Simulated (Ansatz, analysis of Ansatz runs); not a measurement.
# LaOF (R-3m), nudged elastic band: H_i hop between interstitial places (q = +1), part 4 of 4

Wanted: path and barrier of a jump of H in LaOF (R-3m) at charge +1. The case: H_i hop between interstitial places, in a cell of 36 host atoms with 1 H put in.

Ansatz 0.2.0; plane-wave PAW DFT, PBEsol; nudged elastic band between two relaxed defect structures at fixed charge in a uniform background.

So far, barrier forward (eV): step 5 (nudged elastic band, charge +1) 0.205.

### 6. Single point at the start point, PBEsol, denser k-mesh

Three single points on a mesh of more k-points (start, top, end) test the sampling. The start is shown; top and end are run alike.

This step: plane-wave PAW DFT, PBEsol; single point of a defect supercell on a structure of the PBEsol path.

Input file qp1.start.mesh/input.yaml:

```yaml
crystal:
  lattice:
    - [-4.01323028, 6.95111875, 0.0]
    - [-12.03969085, 0.0, 0.0]
    - [-2.00661514, 1.15851979, 6.68937332]
  atoms:
    - { symbol: La, position: [0.12350464, 0.08491928, 0.22597039] }
    - { symbol: La, position: [0.36357978, 0.25453668, 0.78330586] }
[... 2 atom lines left out ...]
    - { symbol: F, position: [0.05614694, 0.04742522, 0.61448208] }
[... 2 atom lines left out ...]
    - { symbol: La, position: [0.37995142, 0.59616188, 0.73549762] }
    - { symbol: O, position: [0.19136816, 0.46896324, 0.89092699] }
    - { symbol: O, position: [0.29759702, 0.54280131, 0.12138453] }
[... 1 atom line left out ...]
    - { symbol: F, position: [0.42745498, 0.62731861, 0.37099944] }
[... 2 atom lines left out ...]
    - { symbol: O, position: [0.1892798, 0.79310994, 0.8623394] }
[... 1 atom line left out ...]
    - { symbol: F, position: [0.06235494, 0.71365165, 0.604274] }
[... 14 atom lines left out ...]
    - { symbol: La, position: [0.86359028, 0.92127618, 0.77133906] }
    - { symbol: O, position: [0.68712105, 0.79404448, 0.86864924] }
[... 1 atom line left out ...]
    - { symbol: F, position: [0.56670535, 0.7160384, 0.6027167] }
    - { symbol: F, position: [0.92838221, 0.95985312, 0.38503089] }
    - { symbol: H, position: [1.25403757, 0.51442631, 0.0267705] }
total_charge: 1
basis:
  ecutwfc: 420
  xc_grid: 2
hamiltonian:
  xc: pbesol
kpoints:
  mp_grid: { grid: [2, 2, 2], shift: [0.5, 0.5, 0.5] }
scf:
  occupations: { method: fermi_dirac, width: 0.01 }
  max_iter: 120
output:
  forces: true
  eigenvalues: true
checkpoint:
  write: "../qp1.start.mesh.run"
  compress: false
  write_wavefunctions: false
  write_every: 100000
```

On the command line:

```console
$ ansatz run input.yaml --threads 4 --pin off --max-ram 7536MiB --backend cpu --events-out ev --progress --plain --runs-dir out
```

Numbers of over 12 decimals in the logs are rounded to 6 here.

What it wrote:

```text
[...]
Crystal: 37 atoms, lattice volume = 559.829 Å³
Basis set: ecut = 420 eV, 10937 PW (Γ), exchange–correlation on 108×162×96 points (8 copies of the dense FFT grid, shifted against one another)
Bands: 181, of which v1, the nominal top of the filled ones, is band 144 counted from 1 (143 counted from 0)
Symmetry: 1 space group operations
[...]
k-points: 4 of 8 (time reversal used)
[...]
SCF iter   1: F=—  HF=-90372.074299 eV  |F-HF|=—  |Δ(HF+E_count)|=         —  Δρ=9.02e-3  dr2=4.58e-1  ethr=1.77e-3  ⟨swp⟩=7.0  Hψ=2973  notcnv=0
[...]
SCF iter   3: F=—  HF=-90371.983312 eV  |F-HF|=—  |Δ(HF+E_count)|=   8.50e-3  Δρ=9.85e-4  dr2=5.77e-3  ethr=1.66e-5  ⟨swp⟩=3.2  Hψ=1119  notcnv=0  defer=66
[...]
Internal energy: -90371.984431 eV  (E = F + TS)
E sigma→0 (E₀):  -90371.984431 eV
Fermi energy:    10.631536 eV
[...]
--- Forces (eV/Å), atoms counted from 1 ---
  atom   1  La    -0.12422677    -0.04601721     0.04516976
  atom   2  La     0.12034146     0.01414727    -0.02171326
  [... 5 atoms left out ...]
  atom   8  La     0.07937716     0.03070823    -0.00194988
  atom   9  O     -0.07496200    -0.05016925    -0.07760351
  atom  10  O      0.05185404     0.04927925     0.06739502
  [... 1 atom left out ...]
  atom  12  F     -0.01289593    -0.01905969    -0.01643997
  [... 2 atoms left out ...]
  atom  15  O     -0.11077429    -0.11456206    -0.01124508
  [... 1 atom left out ...]
  atom  17  F     -0.01208964     0.02199146     0.03030741
  [... 14 atoms left out ...]
  atom  32  La     0.12951707     0.06588345    -0.03629109
  atom  33  O     -0.09400452    -0.10986661    -0.01835560
  [... 2 atoms left out ...]
  atom  36  F      0.01310963    -0.04504386    -0.01833689
  atom  37  H      0.02786562    -0.00949655    -0.00364620
  max |Σ_I F_I| component: 6.80e-5 eV/Å
--- Band table (eV) ---
[...]
[... further k-points left out ...]
[key lines of the parts left out:]
SCF converged after 9 iterations
Free energy (F): -90371.984431 eV
```

Wall time 8.1 s (4 threads of Intel Xeon 6975P-C (Granite Rapids), shared host); peak memory 2.2 GiB; 31 s of CPU time.

This step gave:

```
free energy : -90371.9844 eV
```

### 7. Barrier from single points, PBEsol, denser k-mesh

Analysis of the runs above: barrier from PBEsol single points on the PBEsol path.

It gives:

| Quantity | Value |
| --- | --- |
| barrier forward | 0.1814 eV |
| barrier backward | 0.2761 eV |
| end less start | -0.09469 eV |

This gives 0.181 eV against the band's 0.205 eV (backward 0.276 against 0.285 eV), so the sampling matters here.

### 8. Band with another choice: wide smearing

A wide smearing tests how much the barrier leans on the occupations.

This step: plane-wave PAW DFT, PBEsol; nudged elastic band between two relaxed defect structures at fixed charge in a uniform background.

Input file qp1.try0/input.yaml:

```yaml
crystal:
  lattice:
    - [-4.01323028, 6.95111875, 0.0]
    - [-12.03969085, 0.0, 0.0]
    - [-2.00661514, 1.15851979, 6.68937332]
  atoms:
    - { symbol: La, position: [0.12350464, 0.08491928, 0.22597039] }
    - { symbol: La, position: [0.36357978, 0.25453668, 0.78330586] }
    - { symbol: O, position: [0.18218636, 0.12943397, 0.87129146] }
    - { symbol: O, position: [0.29580227, 0.21329233, 0.13792999] }
    - { symbol: F, position: [0.05614694, 0.04742522, 0.61448208] }
    - { symbol: F, position: [0.42212433, 0.29625572, 0.39129949] }
    - { symbol: La, position: [0.10371487, 0.41043824, 0.25679377] }
    - { symbol: La, position: [0.37995142, 0.59616188, 0.73549762] }
    - { symbol: O, position: [0.19136816, 0.46896324, 0.89092699] }
    - { symbol: O, position: [0.29759702, 0.54280131, 0.12138453] }
    - { symbol: F, position: [0.05658875, 0.38126935, 0.62657144] }
    - { symbol: F, position: [0.42745498, 0.62731861, 0.37099944] }
    - { symbol: La, position: [0.11621698, 0.76088253, 0.21832691] }
    - { symbol: La, position: [0.36379806, 0.92244128, 0.77268972] }
    - { symbol: O, position: [0.1892798, 0.79310994, 0.8623394] }
    - { symbol: O, position: [0.3036315, 0.87885887, 0.12806766] }
    - { symbol: F, position: [0.06235494, 0.71365165, 0.604274] }
    - { symbol: F, position: [0.4301119, 0.95998265, 0.38571038] }
    - { symbol: La, position: [0.61918172, 0.08895351, 0.22938083] }
    - { symbol: La, position: [0.86119852, 0.25150503, 0.77992108] }
    - { symbol: O, position: [0.67883979, 0.13000248, 0.87333919] }
    - { symbol: O, position: [0.80063576, 0.21302952, 0.13184049] }
    - { symbol: F, position: [0.55603322, 0.04967651, 0.6151045] }
    - { symbol: F, position: [0.9201173, 0.2906814, 0.39613322] }
    - { symbol: La, position: [0.62423784, 0.41824666, 0.22132961] }
    - { symbol: La, position: [0.86913211, 0.5869563, 0.77983549] }
    - { symbol: O, position: [0.67951866, 0.46615264, 0.86557339] }
    - { symbol: O, position: [0.80410888, 0.54095764, 0.13529509] }
    - { symbol: F, position: [0.55360412, 0.38388099, 0.60842435] }
    - { symbol: F, position: [0.93344654, 0.62469148, 0.38627642] }
    - { symbol: La, position: [0.62558514, 0.75635694, 0.22024375] }
    - { symbol: La, position: [0.86359028, 0.92127618, 0.77133906] }
    - { symbol: O, position: [0.68712105, 0.79404448, 0.86864924] }
    - { symbol: O, position: [0.80444533, 0.88058274, 0.12687266] }
    - { symbol: F, position: [0.56670535, 0.7160384, 0.6027167] }
    - { symbol: F, position: [0.92838221, 0.95985312, 0.38503089] }
    - { symbol: H, position: [1.25403757, 0.51442631, 0.0267705] }
total_charge: 1
basis:
  ecutwfc: 420
  xc_grid: 2
hamiltonian:
  xc: pbesol
kpoints:
  mp_grid: { grid: [1, 1, 1] }
scf:
  occupations: { method: gaussian, width: 0.2 }
  max_iter: 120
output:
  forces: true
neb:
  images: 3
  f_tol: 0.03
  climbing: true
  initial_path: idpp
  max_iterations: 30
  order_check: false
  final_atoms:
    - { symbol: La, position: [0.12000516, 0.08721922, 0.23237508] }
    - { symbol: La, position: [0.35663151, 0.25373916, 0.78029007] }
[... 2 atom lines left out ...]
    - { symbol: F, position: [0.05922871, 0.04071848, 0.61966701] }
[... 2 atom lines left out ...]
    - { symbol: La, position: [0.37696682, 0.56703737, 0.77856746] }
    - { symbol: O, position: [0.18084132, 0.45997492, 0.87446614] }
    - { symbol: O, position: [0.29921664, 0.55008881, 0.1299569] }
[... 1 atom line left out ...]
    - { symbol: F, position: [0.42748231, 0.6249768, 0.39527633] }
[... 2 atom lines left out ...]
    - { symbol: O, position: [0.18550421, 0.79560032, 0.84304153] }
[... 1 atom line left out ...]
    - { symbol: F, position: [0.0587487, 0.71369975, 0.61425518] }
[... 14 atom lines left out ...]
    - { symbol: La, position: [0.84040571, 0.9268435, 0.77920452] }
    - { symbol: O, position: [0.67854886, 0.79700022, 0.87438156] }
[... 1 atom line left out ...]
    - { symbol: F, position: [0.55004407, 0.71293669, 0.62055707] }
    - { symbol: F, position: [0.92643646, 0.95856797, 0.39552196] }
    - { symbol: H, position: [1.20899245, 0.81134295, -0.30331575] }
```

What it wrote:

```text
[...]
parallel-image band execution: 3 concurrent image workers
NEB image 0
Crystal: 37 atoms, lattice volume = 559.829 Å³
Basis set: ecut = 420 eV, 10937 PW (Γ), exchange–correlation on 108×162×96 points (8 copies of the dense FFT grid, shifted against one another)
Bands: 181, of which v1, the nominal top of the filled ones, is band 144 counted from 1 (143 counted from 0)
Symmetry: 1 space group operations
k-points: 1
[...]
SCF iter   1: F=—  HF=-90371.333661 eV  |F-HF|=—  |Δ(HF+E_count)|=         —  Δρ=8.02e-3  dr2=3.46e-1  ethr=1.77e-3  ⟨swp⟩=6.0  Hψ=730  notcnv=0
[...]
SCF iter   9: F=-90371.267932 eV  HF=-90371.267932 eV  |F-HF|=6.19e-8  |Δ(HF+E_count)|=   1.38e-6  Δρ=3.08e-6  dr2=7.80e-8  ethr=3.47e-11  ⟨swp⟩=3.0  Hψ=743  notcnv=0
SCF 1 converged in 9 iterations: F = -90371.267932 eV  dr2 = 7.80e-8
[...]
NEB image 4
[...]
SCF 2 converged in 10 iterations: F = -90371.348702 eV  dr2 = 1.80e-8
[...]
NEB end point (image 0): max|allowed force component| = 1.483e-2 eV/Å (the criterion of neb.relax_end_points is 1.000e-2)
NEB end point (image 4): max|allowed force component| = 3.793e-3 eV/Å (the criterion of neb.relax_end_points is 1.000e-2)
NEB image 1
[...]
SCF 3 converged in 12 iterations: F = -90368.133437 eV  dr2 = 1.32e-8
NEB image 2
[...]
- { symbol: F, position: [0.431632, 0.294413, 0.386392] }
    - { symbol: La, position: [0.126845, 0.421101, 0.226444] }
    - { symbol: La, position: [0.396141, 0.564274, 0.770314] }
    - { symbol: O, position: [0.189662, 0.460417, 0.868795] }
    - { symbol: O, position: [0.308026, 0.547434, 0.126591] }
    - { symbol: F, position: [0.058370, 0.380523, 0.612952] }
    - { symbol: F, position: [0.430981, 0.624291, 0.392441] }
    - { symbol: La, position: [0.122831, 0.751722, 0.241656] }
    - { symbol: La, position: [0.365592, 0.919389, 0.771944] }
    - { symbol: O, position: [0.180576, 0.791188, 0.868179] }
    - { symbol: O, position: [0.300532, 0.874672, 0.127271] }
    - { symbol: F, position: [0.061711, 0.714971, 0.634828] }
    - { symbol: F, position: [0.429994, 0.957901, 0.387368] }
    - { symbol: La, position: [0.621135, 0.089435, 0.224347] }
    - { symbol: La, position: [0.873084, 0.247588, 0.774394] }
    - { symbol: O, position: [0.675927, 0.132716, 0.869514] }
    - { symbol: O, position: [0.807154, 0.209478, 0.130808] }
    - { symbol: F, position: [0.547757, 0.049788, 0.609874] }
    - { symbol: F, position: [0.933211, 0.292067, 0.387914] }
    - { symbol: La, position: [0.629964, 0.418169, 0.226606] }
    - { symbol: La, position: [0.868027, 0.586248, 0.777401] }
    - { symbol: O, position: [0.695166, 0.455538, 0.871272] }
    - { symbol: O, position: [0.806686, 0.547305, 0.130328] }
    - { symbol: F, position: [0.566302, 0.374301, 0.611225] }
    - { symbol: F, position: [0.931608, 0.628991, 0.394395] }
    - { symbol: La, position: [0.624018, 0.754948, 0.224912] }
    - { symbol: La, position: [0.833982, 0.936182, 0.769806] }
    - { symbol: O, position: [0.677554, 0.799531, 0.867389] }
    - { symbol: O, position: [0.806532, 0.879066, 0.124954] }
    - { symbol: F, position: [0.558173, 0.710119, 0.618134] }
    - { symbol: F, position: [0.926341, 0.958371, 0.391851] }
    - { symbol: H, position: [1.113131, 0.748635, -0.154448] }
[key lines of the parts left out:]
SCF converged after 6 iterations
Free energy (F): -90371.063232 eV
Fermi energy:    10.624847 eV
```

Run time: 72 s. Hardware: 4 threads; peak memory 1.7 GiB.

The run converged with other settings, drawn as a test and not checked for convergence; the results below rest on the first set.

What was changed: wide smearing.

Its highest image lies 0.20 eV above the start; the sound band gave 0.20 eV.

Here the change did no harm: 0.205 eV against the band's 0.205 eV.

### 9. Summary of results

```yaml
barrier_forward: 0.20 eV (in doubt, see below)
barrier_backward: 0.29 eV
end_less_start: -0.08 eV
hop_length: 3.58 Å
band_iterations_as_the_log_counts_them: 13
barrier_from_single_points_pbesol_denser_k_mesh: 0.18 eV (in doubt, see below)
```

The top of the band lies 0.20 eV above the start and 0.29 eV above the end. The path has 2 maxima, and only the highest was climbed; it lies 0.16 eV above the dip at image 2. In at least one step between neighbouring images a covalent bond changes partner or an atom goes far. The images sample such a step coarsely, so the top may lie higher. On the mesh of more k-points the top lies 0.18 eV above the start and 0.28 eV above the end, so the band's own sampling is not converged. For hydrogen, zero-point energy and tunnelling change the rate much, so no rate follows from this barrier alone. The order of the top as a saddle was not checked for all atoms, so a bent path could be lower. No image-charge correction is applied; it largely cancels along a path if the charge stays localised alike. Limits: sampling at the zone centre alone can move energies of charged and open-shell states by tenths of an eV or more in cells of this size; periodic copies of the defect are only 7.1 Å apart; spin–orbit coupling, which can matter with heavy atoms, is left out.

[Logs are printed without paths, hosts, clocks, repeated set-up lines and the standing remarks that a program may print on its own settings, such as how far it seeks lower states.]

[Hosts, paths, dates, database ids (printed as entryN), source tags and the programs' standing remarks are cut or masked in the printed files.]
